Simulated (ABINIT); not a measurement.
# Ge (Fd-3m) in ABINIT: settings compared, part 2 of 2

ABINIT 10.8.3 (patched build).

### Step 4. Single point, PBEsol

run.abi

```
# Pseudopotentials
pp_dirpath "./"
pseudos "Ge.upf"

# Structure
acell 4.0006828887 4.0006828887 4.0006828887 Angstrom
rprim
     0.0000000000     0.7071067812     0.7071067812
     0.7071067812     0.0000000000     0.7071067812
     0.7071067812     0.7071067812     0.0000000000
ntypat 1
znucl 32
natom 2
typat 1 1
xcart
     4.2433650000     4.2433650000     4.2433650000
     2.8289100000     2.8289100000     2.8289100000 Angstrom

# Plane-wave basis
ecut 35.0

# k points
kptopt 1
ngkpt 6 6 6
nshiftk 1
shiftk 0.0 0.0 0.0

# Exchange and correlation
ixc -116133

# Bands and occupations
nband 18
occopt 3
tsmear 0.05 eV

# SCF cycle
nstep 100
tolvrs 1.0e-10

# Output
iomode 3
prtwf 0
prtden 0
prteig 0
prtebands 0
prtvol 2
```

Potentials or basis: PseudoDojo NC SR PBEsol v0.4.1 standard.

On the command line:

```bash
abinit run.abi > log 2>&1
```

run.abo:

```text
.Version 10.8.3 of ABINIT
 Symmetries : space group Fd -3 m (#227); Bravais cF (face-center cubic)
================================================================================
 Values of the parameters that define the memory need of the present run
     intxc =       0    ionmov =       0      iscf =       7    lmnmax =       6
     lnmax =       6     mgfft =      45  mpssoang =       3    mqgrid =    3001
     natom =       2  nloc_mem =       1    nspden =       1   nspinor =       1
    nsppol =       1      nsym =      48    n1xccc =    2501    ntypat =       1
    occopt =       3   xclevel =       2
       mpw =        3042          nfft =       91125          nkpt =          16
================================================================================
================================================================================

--------------------------------------------------------------------------------
------------- Echo of variables that govern the present computation ------------
--------------------------------------------------------------------------------
 -outvars: echo values of preprocessed input variables --------
            acell      7.5601949762E+00  7.5601949762E+00  7.5601949762E+00 Bohr
              amu      7.26100000E+01
             ecut      3.50000000E+01 Hartree
              ixc     -116133
         kptrlatt        6    0    0      0    6    0      0    0    6
          kptrlen      4.53611699E+01
            natom           2
            nband          18
            ngfft          45      45      45
             nkpt          16
            nstep         100
             nsym          48
           ntypat           1
           occopt           3
           prtden           0
        prtebands           0
           prteig           0
           prtvol           2
            prtwf           0
            rprim      0.0000000000E+00  7.0710678120E-01  7.0710678120E-01
                       7.0710678120E-01  0.0000000000E+00  7.0710678120E-01
                       7.0710678120E-01  7.0710678120E-01  0.0000000000E+00
          spgroup         227
           tolvrs      1.00000000E-10
           tsmear      1.83746611E-03 Hartree
            typat      1  1
           xangst      4.2433650000E+00  4.2433650000E+00  4.2433650000E+00
                       2.8289100000E+00  2.8289100000E+00  2.8289100000E+00
            xcart      8.0187977023E+00  8.0187977023E+00  8.0187977023E+00
[... 206 lines left out ...]
   0.00000    0.00000
 kpt#   3, nband= 18, wtk=  0.03704, kpt=  0.3333  0.0000  0.0000 (reduced coord)
[... 96 lines left out ...]
  -0.77085   -0.77047   -0.76680   -0.76497   -0.76415   -0.76384   -0.76262   -0.76164
  -0.75786   -0.75749   -0.21585   -0.14544   -0.00931    0.03771    0.25372    0.27456
   0.36561    0.36634
      occupation numbers for kpt#  15
   2.00000    2.00000    2.00000    2.00000    2.00000    2.00000    2.00000    2.00000
   2.00000    2.00000    2.00000    2.00000    2.00000    2.00000    0.00000    0.00000
   0.00000    0.00000
 kpt#  16, nband= 18, wtk=  0.05556, kpt= -0.3333  0.5000  0.1667 (reduced coord)
  -0.77067   -0.77067   -0.76605   -0.76605   -0.76365   -0.76365   -0.76230   -0.76230
  -0.75762   -0.75762   -0.18018   -0.18018    0.00610    0.00610    0.24102    0.24102
   0.38389    0.38389
      occupation numbers for kpt#  16
   2.00000    2.00000    2.00000    2.00000    2.00000    2.00000    2.00000    2.00000
   2.00000    2.00000    2.00000    2.00000    2.00000    2.00000    0.00000    0.00000
   0.00000    0.00000
 Total charge density [el/Bohr^3]
)     Maximum=    2.0291E+00  at reduced coord.    0.7556    0.7778    0.8222
)Next maximum=    2.0291E+00  at reduced coord.    0.7778    0.7556    0.8222
)     Minimum=    2.6600E-03  at reduced coord.    0.0000    0.0000    0.0000
)Next minimum=    2.6715E-03  at reduced coord.    0.2444    0.2444    0.2444
   Integrated=    2.8000E+01

--- !EnergyTerms
iteration_state     : {dtset: 1, }
comment             : Components of total free energy in Hartree
kinetic             :  1.33971736112047E+02
hartree             :  5.53084623630783E+01
xc                  : -4.31921865967708E+01
Ewald energy        : -9.87503790321150E+01
psp_core            :  5.65725407180514E+00
local_psp           : -1.37078715417192E+02
non_local_psp       : -9.43168628324805E+01
internal            : -1.78400691331628E+02
'-kT*entropy'       : -7.22035291944254E-05
total_energy        : -1.78400763535157E+02
total_energy_eV     : -4.85453208313307E+03
band_energy         : -1.57907038895730E+01
...

 Cartesian components of stress tensor (hartree/bohr^3)
  sigma(1 1)=  4.12265487E-05  sigma(3 2)=  0.00000000E+00
  sigma(2 2)=  4.12265487E-05  sigma(3 1)=  0.00000000E+00
  sigma(3 3)=  4.12265487E-05  sigma(2 1)=  0.00000000E+00

-Cartesian components of stress tensor (GPa)         [Pressure= -1.2129E+00 GPa]
- sigma(1 1)=  1.21292694E+00  sigma(3 2)=  0.00000000E+00
- sigma(2 2)=  1.21292694E+00  sigma(3 1)=  0.00000000E+00
- sigma(3 3)=  1.21292694E+00  sigma(2 1)=  0.00000000E+00

== END DATASET(S) ==============================================================
================================================================================

 -outvars: echo values of variables after computation  --------
            acell      7.5601949762E+00  7.5601949762E+00  7.5601949762E+00 Bohr
           etotal     -1.7840076354E+02
            fcart     -6.9257025540E-29  8.1849212002E-29 -1.8888279693E-29
                       6.9257025540E-29 -8.1849212002E-29  1.8888279693E-29
            rprim      0.0000000000E+00  7.0710678120E-01  7.0710678120E-01
                       7.0710678120E-01  0.0000000000E+00  7.0710678120E-01
                       7.0710678120E-01  7.0710678120E-01  0.0000000000E+00
           strten      4.1226548664E-05  4.1226548664E-05  4.1226548664E-05
                       0.0000000000E+00  0.0000000000E+00  0.0000000000E+00
           xangst      4.2433650000E+00  4.2433650000E+00  4.2433650000E+00
                       2.8289100000E+00  2.8289100000E+00  2.8289100000E+00
             xred      7.4999999999E-01  7.4999999999E-01  7.4999999999E-01
                       4.9999999999E-01  4.9999999999E-01  4.9999999999E-01
 Calculation completed.
```

Run time: 31 s. Hardware: 1 thread of Arm Neoverse V1, shared host; peak memory 0.09 GiB.

Results:

* Free energy: -4854.5321 eV
* Pressure: -1.2 GPa
* Band gap on the k mesh: none (metal or under the smearing width)
* Valence electrons inside the program's atomic spheres: Ge 11.56 (radii [1.0584] Å)

Caveat: this crystal is a semiconductor, whose small gap the functional closes, so the metal is an error of the method.

### Step 5. Relaxation of cell and atoms, LDA

run.abi

```
# Pseudopotentials
pp_dirpath "./"
pseudos "Ge.upf"

# Structure
acell 7.5601949712 7.5601949712 7.5601949712
rprim
     0.0000000000     0.7071067812     0.7071067812
     0.7071067812     0.0000000000     0.7071067812
     0.7071067812     0.7071067812     0.0000000000
ntypat 1
znucl 32
natom 2
typat 1 1
chkprim 0
chksymtnons 0
tolsym 1.0e-6
xred
            3/4            3/4            3/4
            1/2            1/2            1/2

# Plane-wave basis
ecut 39.0
ecutsm 0.5

# k points
kptopt 1
ngkpt 6 6 6
nshiftk 1
shiftk 0.0 0.0 0.0

# Exchange and correlation
ixc 7

# Bands and occupations
nband 18
occopt 3
tsmear 0.05 eV

# SCF cycle
nstep 80
tolvrs 1.0e-12

# Output
iomode 3
prteig 0
prtebands 0
prtwf 0
prtden 0

# Relaxation
ionmov 2
optcell 2
ntime 50
tolmxf 2.0e-5
dilatmx 1.08
```

Potentials or basis: PseudoDojo NC SR LDA v0.4.1 standard.

On the command line:

```bash
mpirun --bind-to none -np 4 abinit run.abi > log 2>&1
```

run.abo:

```text
.Version 10.8.3 of ABINIT
 Symmetries : space group Fd -3 m (#227); Bravais cF (face-center cubic)
================================================================================
 Values of the parameters that define the memory need of the present run
     intxc =       0    ionmov =       2      iscf =       7    lmnmax =       6
     lnmax =       6     mgfft =      48  mpssoang =       3    mqgrid =    3001
     natom =       2  nloc_mem =       1    nspden =       1   nspinor =       1
    nsppol =       1      nsym =      48    n1xccc =    2501    ntypat =       1
    occopt =       3   xclevel =       1
       mpw =        4500          nfft =      110592          nkpt =          16
================================================================================
================================================================================

--------------------------------------------------------------------------------
------------- Echo of variables that govern the present computation ------------
[... 540 lines left out ...]
- sigma(3 3)=  1.57002382E-04  sigma(2 1)=  0.00000000E+00

== END DATASET(S) ==============================================================
================================================================================

 -outvars: echo values of variables after computation  --------
            acell      7.5130371571E+00  7.5130371571E+00  7.5130371571E+00 Bohr
           etotal     -1.7846851646E+02
            fcart      1.8313879994E-30 -4.9496972958E-31 -2.9698183775E-31
                      -1.8313879994E-30  4.9496972958E-31  2.9698183775E-31
            rprim      0.0000000000E+00  7.0710678119E-01  7.0710678119E-01
                       7.0710678119E-01  0.0000000000E+00  7.0710678119E-01
                       7.0710678119E-01  7.0710678119E-01  0.0000000000E+00
           strten      5.3364025074E-09  5.3364025039E-09  5.3364024970E-09
                       0.0000000000E+00  0.0000000000E+00  0.0000000000E+00
           xangst      4.2168963917E+00  4.2168963917E+00  4.2168963917E+00
                       2.8112642611E+00  2.8112642611E+00  2.8112642611E+00
             xred      7.5000000000E-01  7.5000000000E-01  7.5000000000E-01
                       5.0000000000E-01  5.0000000000E-01  5.0000000000E-01
 Calculation completed.
```

Run time: 32 s. Hardware: 4 MPI ranks of Arm Neoverse V2, shared host; peak memory 0.32 GiB.

What came out:

- Free energy: -4856.3757 eV
- Relaxed volume: 22.22 Å³/atom
- Relaxed cell: a = 3.976 Å, b = 3.976 Å, c = 3.976 Å, α = 60.00°, β = 60.00°, γ = 60.00°
- Space group after relaxing (to 0.05 Å): Fd-3m (No. 227)
- Energy gained by relaxing: 1.6 meV/atom
- Ionic steps: 4
- Pressure after relaxing: 0.0 GPa
- Band gap on the k mesh: none (metal or under the smearing width)

The path:
| step | energy change (eV) | largest force (eV/Å) | pressure (GPa) | volume (Å³) |
| --- | --- | --- | --- | --- |
| 1 | 0.0000 | 0.0000 | -1.20 | 45.28 |
| 2 | -0.0011 | 0.0000 | -0.97 | 45.11 |
| 3 | -0.0032 | 0.0000 | -0.01 | 44.44 |
| 4 | -0.0032 | 0.0000 | 0.00 | 44.44 |

Final structure:
```xyz
2
Lattice="0.0000 2.8113 2.8113 2.8113 0.0000 2.8113 2.8113 2.8113 0.0000" Properties=species:S:1:pos:R:3 pbc="T T T"
Ge    4.2169    4.2169    4.2169
Ge    2.8113    2.8113    2.8113
```

Caveat: this crystal is a semiconductor, whose small gap the functional closes, so the metal is an error of the method.

### Step 6. The runs side by side

| task | level | potentials or basis | cell | cutoff (eV) | fine-grid cutoff | cell freedom (optcell) | optimiser (ionmov) | cutoff smearing ecutsm (Ha) | force stop (Ha/bohr) | gap on the mesh (eV) | pressure (GPa) |
| --- | --- | --- | --- | --- | --- | --- | --- | --- | --- | --- | --- |
| single point | PBE | JTH PAW PBE v2.0 | cell relaxed | 599 | 1197.3 eV | - | - | - | - | none | -0.6 |
| single point | LDA | PseudoDojo NC SR LDA v0.4.1 standard | as given | 952 | - | - | - | - | - | none | - |
| single point | PBEsol | PseudoDojo NC SR PBEsol v0.4.1 standard | as given | 952 | - | - | - | - | - | none | -1.2 |
| relaxation of cell and atoms | LDA | PseudoDojo NC SR LDA v0.4.1 standard | relaxed | 1061 | - | 2 | 2 | 0.5 | 2e-05 | none | 0.0 |

Alike in all rows: no spin polarisation; k mesh 6 × 6 × 6; smearing fermi-dirac 0.05 eV.

Caveats: this crystal is a semiconductor, whose small gap the functional closes, so the metal is an error of the method.

Total energies depend on the potentials used, so only differences within one code and one set of settings carry meaning.

### Step 7. How close it comes

Step 3. A measured gap of Ge is 0.744 eV (indirect; 0 K; “Temperature-dependent photoluminescence in Ge: experiment and theory”, 2020, arxiv:2003.00143); the calculated 0.00 eV misses it by -0.74 eV. 3 values of this kind are on record (0.666 to 0.807 eV); this one was drawn at random among those near their median. Spin-orbit coupling on Ge is left out. The value is that of LDA on a finite k mesh, which can miss the band edges, without temperature or zero-point motion. Semilocal functionals fall short of measured gaps as a rule.

Step 4. A measured gap of Ge is 0.807 eV (direct; 300 K; “Electronic and optical properties of SixGe1-x-ySny alloys lattice-matched to Ge”, 2021, arxiv:2109.02782); the calculated 0.00 eV misses it by -0.81 eV. 3 values of this kind are on record (0.666 to 0.807 eV); this one was drawn at random among those near their median. Spin-orbit coupling on Ge is left out. The value is that of PBEsol on a finite k mesh, which can miss the band edges, without temperature or zero-point motion. Semilocal functionals fall short of measured gaps as a rule.

Step 5. The cell as given is a measured one (22.64 Å³/atom); LDA puts the equilibrium volume -1.9 % from it, thermal expansion not counted.
